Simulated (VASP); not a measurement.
KI, 16 atoms in the cell. The structure is orthorhombic, space group Cmcm (No. 63). The conventional cell has a = 5.025 Å, b = 8.510 Å, c = 8.677 Å, α = 90.00°, β = 90.00°, γ = 90.00°. Around K (site symmetry 2/m) lie 6 I at 3.59 to 3.62 Å. I (site symmetry m2m) has 6 K at 3.59 to 3.62 Å as nearest neighbours. The cell comes from a database or a generator and needn't be the stable form of this composition. The cell isn't the ideal one: the relaxed cell repeated 4 times, on the trajectory's mesh.

```yaml
Program: VASP 6.6.1
Task: single point
Functional: PBEsol
Potentials_or_basis: VASP PAW PBE potentials, release 64 (K_sv, I)
Cutoff: 520 eV
k_mesh: 2 × 2 × 2, shifted
Occupations: gaussian, width 0.1 eV
Spin: no spin polarisation
Dipole_correction: no
Further_INCAR_settings: LREAL = Auto; ALGO = Fast; EDIFF = 1e-07; NBANDS = 78; ISYM = 0
```

Potentials or basis: VASP PAW PBE potentials, release 64 (K_sv, I).

The run is started by

```bash
$ cat potpaw_PBE.64/K_sv/POTCAR potpaw_PBE.64/I/POTCAR > POTCAR
$ mpirun -np 1 vasp_std > vasp.out
```

Hardware: 1 thread of Intel(R) Xeon(R) Platinum 8488C (Sapphire Rapids) (shared host).

Question: How long does it take, and how much memory?

Answer: Wall time 18 min on 1 thread of Intel(R) Xeon(R) Platinum 8488C (Sapphire Rapids) (shared host), peak memory 0.99 GiB. Counts: scf iterations 25, k points 4.
